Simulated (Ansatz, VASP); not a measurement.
## One calculation of In, two programs

```
In
1.0
    -1.63624    1.63624    2.49008
     1.63624   -1.63624    2.49008
     1.63624    1.63624   -2.49008
In
1
Direct
  0.00000 0.00000 0.00000
```

Change from the starting cell: volume scaled by 1.02.

Alike in both runs: task single point; functional PBEsol; k mesh 11 × 11 × 11; occupations fermi-dirac, width 0.05 eV; no spin polarisation.

```csv
,VASP,Ansatz
version,VASP 6.6.1,Ansatz 0.2.0
potentials or method,"VASP PAW PBE potentials, release 64 (In_d)",Ansatz PAW
plane-wave cutoff (eV),520,420
valence electrons in the cell,13,13
```

```tsv
	VASP	Ansatz	Ansatz less VASP
gap on the k mesh at the Fermi level (eV)	none	none	-
pressure (GPa)	-1.7	-1.7	+0.05
largest component of the traceless stress (GPa)	0.19	0.19	+0.002
```

A gap of «none» marks a metal or a gap that the smearing closes.

Caveats: the PAW data sets were made with another functional, which shifts forces and pressure a little (VASP); the PAW data sets come from PBE, with cores solved anew for the run's functional, which leaves a small shift of forces and pressure (Ansatz).
